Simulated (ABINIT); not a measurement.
## Ge in ABINIT: the effect of functional

Ge:

```
Ge
1.0
     1.39715   -2.60052    0.00000
     1.39715    2.60052    0.00000
     0.00000    0.00000    2.69823
Ge
1
Direct
  0.50000 0.50000 0.00000
```

This isn't the form of Ge at room conditions, which is diamond.

Alike in all runs:

```yaml
Program: ABINIT 10.8.3 (patched build)
Task: band structure
Potentials_or_basis: JTH PAW PBE v2.0
Cutoff: 707 eV
k_mesh: 11 × 11 × 10
Occupations: fermi-dirac, width 0.05 eV
Spin: no spin polarisation
```

**Question.** One run gave: pressure 5.6 GPa. Which functional did it use?
A. BLYP
B. PBEsol
C. LDA
D. SCAN
E. r2SCAN

**Answer.** A.

| functional | pressure (GPa) |
| --- | --- |
| LDA | -5.5 |
| PBEsol | -3.9 |
| BLYP | 5.6 |
| AM05 | -4.3 |
| r2SCAN | -2.8 |
| SCAN | -3.5 |

Caveats: the PAW data sets were made with another functional, which shifts forces and pressure a little.
